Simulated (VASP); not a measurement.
Set up this calculation in VASP 6.6.1, as the native input.

```
Task                   : relaxation of cell and atoms
Functional             : PBE
Potentials or basis    : VASP PAW PBE potentials, release 64 (Zn, O)
Cutoff                 : 600 eV
k mesh                 : 9 × 9 × 5
Occupations            : gaussian, width 0.03 eV
Spin                   : no spin polarisation
Further INCAR settings : ALGO = Normal; EDIFF = 1e-07; IBRION = 2; EDIFFG = -0.005; NSW = 90; ISIF = 3
```

The structure of ZnO (zincite) lies in POSCAR:

```
ZnO                                     
1.0
    3.2863600052      0.0000000000      0.0000000000
   -1.6431800026      2.8460712504     -0.0000000000
    0.0000000000      0.0000000000      5.2998172762
  Zn              O             
     2     2
Direct
     0.3333333332999970    0.6666666667000030    0.4998171833004474
     0.6666666667000030    0.3333333332999970    0.9998171833004476
     0.6666666667000030    0.3333333332999970    0.3791928166995536
     0.3333333332999970    0.6666666667000030    0.8791928166995534
```

These files were run (other wordings do the same):

INCAR

```
SYSTEM = ZnO
  ALGO = Normal
  EDIFF = 1E-7
  EDIFFG = -0.005
  ENCUT = 600
  GGA = PE
  IBRION = 2
  ISIF = 3
  ISMEAR = 0
  KPAR = 2
  LASPH = .True.
  LCHARG = .False.
  LREAL = .False.
  LWAVE = .False.
  NELM = 80
  NSW = 90
  PREC = Accurate
  SIGMA = 0.03
```

KPOINTS

```
k-points
0
Gamma
  9 9 5
  0 0 0
```

Potentials or basis: VASP PAW PBE potentials, release 64 (Zn, O).

Run with:

```sh
$ cat potpaw_PBE.64/Zn/POTCAR potpaw_PBE.64/O/POTCAR > POTCAR
$ mpirun -np 2 vasp_std > vasp.out
```

It gave:

| Item | Value |
| --- | --- |
| Relaxed volume | 12.39 Å³/atom |
| Relaxed cell | a = 3.287 Å, b = 3.287 Å, c = 5.300 Å, α = 90.00°, β = 90.00°, γ = 120.00° |
| Space group after relaxing (to 0.05 Å) | P6_3mc (No. 186) |
| Energy gained by relaxing | 0.0 meV/atom |
| Ionic steps | 3 |
| Pressure after relaxing | 0.0 GPa |
| Band gap on the k mesh | 0.72 eV, direct |

Wall time 45 s on 2 MPI ranks on Intel(R) Xeon(R) Platinum 8488C (Sapphire Rapids) (shared host), peak memory 0.19 GiB a rank.
